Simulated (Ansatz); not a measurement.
Runs of Ansatz 0.2.0 on Mg3Sb2. It takes space group P-3m1 (No. 164, trigonal). The conventional cell has a = 4.582 Å, b = 4.582 Å, c = 7.244 Å, α = 90.00°, β = 90.00°, γ = 120.00°. Around Sb (site symmetry 3m) lie 7 Mg at 2.82 to 3.15 Å. Mg (site symmetry -3m) is surrounded by 6 Sb at 3.15 Å. Mg (site symmetry 3m) is surrounded by 4 Sb at 2.82 to 2.86 Å. 

```tsv
level	gap on the mesh (eV)	pressure (GPa)	largest force (eV/Å)
BLYP	0.40	(b)	0.35
revPBE	0.42	1.9	0.51
PBE	0.36	(a)	0.48
RPBE	0.43	2.2	0.52
```

Alike in all rows: task projected density of states; potentials or basis Ansatz PAW; no spin polarisation; cell as given; k mesh 7 × 7 × 4; cutoff (eV) 420; smearing fermi-dirac 0.05 eV.

Problem. Fill in the values left out.

Solution. (a) 0.9; (b) 2.5.

Caveats: odd divisions of the mesh miss points on the zone boundary, where band edges often lie, so the gap on the mesh can be too wide; spin-orbit coupling is left out, which moves the levels of the heavy elements; the density of states is complete only up to the lowest level of the last band computed; the PAW data sets come from PBE, with cores solved anew for the run's functional, which leaves a small shift of forces and pressure (some runs).

A k mesh can miss the band edges, and the runs leave out spin-orbit coupling on Sb.
